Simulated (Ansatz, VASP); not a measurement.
# MnS: VASP beside Ansatz

The input INCAR:

```
AGGAC    = 1.0          
AGGAX    = 1.0          
ALDAC    = 0.0          
ALDAX    = 1.0          
ALGO     = Normal         # electronic algorithm
EDIFF    = 1E-6           # SCF threshold, eV
ENCUT    = 520            # plane-wave cutoff, eV
GGA      = B5             # functional
ISIF     = 2              # what is computed and relaxed
ISMEAR   = -1             # smearing method
ISPIN    = 2              # spin polarisation
LASPH    = True           # aspherical terms in the spheres
LCHARG   = False          # write CHGCAR
LMAXMIX  = 4              # l up to which the mixer works
LORBIT   = 11             # projections on sites
LREAL    = False          # projectors in reciprocal space
LWAVE    = False          # write WAVECAR
MAGMOM   = 4 0            # initial moments
NBANDS   = 20             # bands
NELM     = 150            # most SCF steps
PREC     = Accurate       # precision mode
SIGMA    = 0.05           # smearing width, eV
```

The input KPOINTS:

```
k-points
0
Gamma
  9 9 9
```

POSCAR

```
MnS
1.0
    0.0000000000      2.6045000000      2.6045000000
    2.6045000000      0.0000000000      2.6045000000
    2.6045000000      2.6045000000      0.0000000000
Mn S
1 1
Direct
    0.0000000000      0.0000000000      0.0000000000
    0.5000000000      0.5000000000      0.5000000000
```

Contents of input.yaml:

```yaml
crystal:
  lattice:
    - [0.0, 2.6045, 2.6045]
    - [2.6045, 0.0, 2.6045]
    - [2.6045, 2.6045, 0.0]
  atoms:
    - { symbol: Mn, position: [0.0, 0.0, 0.0], spin: 4.0 }
    - { symbol: S, position: [0.5, 0.5, 0.5] }
kpoints:
  mp_grid: { grid: [9, 9, 9] }
  band_path:
    path:
      - [0.0, 0.0, 0.0]
      - [0.5, 0.0, 0.5]
      - [0.5, 0.25, 0.75]
      - [0.375, 0.375, 0.75]
      - [0.0, 0.0, 0.0]
      - [0.5, 0.5, 0.5]
      - [0.625, 0.25, 0.625]
      - [0.5, 0.25, 0.75]
    npoints: 10
scf:
  occupations: { method: fermi_dirac, width: 0.05 }
hamiltonian:
  xc: blyp
  pseudopotentials: { kind: all_electron, lapw: { basis_error: 0.001 } }
magnetization:
  spin_polarized: true
output:
  forces: true
  stress: true
  eigenvalues: true
```

Alike in both runs: functional BLYP; k mesh 9 × 9 × 9; occupations fermi-dirac, width 0.05 eV; collinear spin.

```csv
,VASP,Ansatz
version,VASP 6.6.1,Ansatz 0.2.0
potentials or method,"VASP PAW PBE potentials, release 64 (Mn_pv, S)","all-electron LAPW, scalar-relativistic"
plane-wave cutoff (eV),520,see its input
task,single point,band structure
```

|  | VASP | Ansatz | Ansatz less VASP |
| --- | --- | --- | --- |
| gap on the k mesh at the Fermi level (eV) | none | none | - |
| pressure (GPa) | 1.3 | 1.4 | +0.02 |
| net moment per atom (μB) | 2.32 | 2.32 | +0.001 |
| size of the moment on the site where the two differ most (μB) | 4.19 | 4.36 | +0.167 |

Site moments also hang on the region over which each program counts them. A gap of «none» marks a metal or a gap that the smearing closes. Ansatz ran all-electron here, so the differences hold the error of VASP's frozen core and of both bases.

Caveats: a cell with one magnetic atom can't hold antiferromagnetic order, which such compounds often take; semilocal functionals often make such compounds metallic where correlation or magnetic order opens a gap, which also shifts bond lengths; the PAW data sets were made with another functional, which shifts forces and pressure a little (VASP).
